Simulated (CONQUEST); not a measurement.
## Pd under changes of volume

One of the cells (14.750 Å³/atom); the others are scaled copies at fixed shape and fractional positions:

```
Pd
1.0
     2.75277    0.00000    0.00000
     0.00000    2.75277    0.00000
     0.00000    0.00000    3.89300
Pd
2
Direct
  0.00000 0.00000 0.00000
  0.50000 0.50000 0.50000
```

```yaml
Program: CONQUEST 1.3
Functional: PBE
Potentials_or_basis: PseudoDojo NC PBE, DZP, grid of 32 × 32 × 40 points
k_mesh: 8 × 8 × 6
Occupations: fermi-dirac, width 0.05 eV
Spin: no spin polarisation
```

```csv
volume (Å³/atom),energy over the lowest point (meV/atom),pressure (GPa)
13.865,?,?
14.160,71.42,19.4
14.455,40.74,14.2
14.750,19.25,9.5
15.045,5.96,5.2
15.340,0.03,1.7
15.635,0.00,-1.4
```

Q: What does the run at 13.865 Å³/atom give?

A: Energy over the lowest point 111.99 meV/atom; pressure 25.1 GPa.

Worked out: A Birch-Murnaghan fit of order 3 (a polynomial in V^(-2/3)) to the other rows has its minimum at 15.48 Å³/atom with B0 = V·E''(V) = 165 GPa and B' = 6.3. It gives 112.92 meV/atom at 13.865 Å³/atom, against the run's 111.99, and -dE/dV = 25.7 GPa, against 25.1.

Energies are extrapolated to zero smearing.

Caveats: the basis of atomic orbitals isn't converged, which shifts pressures, moduli and gaps; the real-space grid breaks the cell's symmetry a little (some runs).
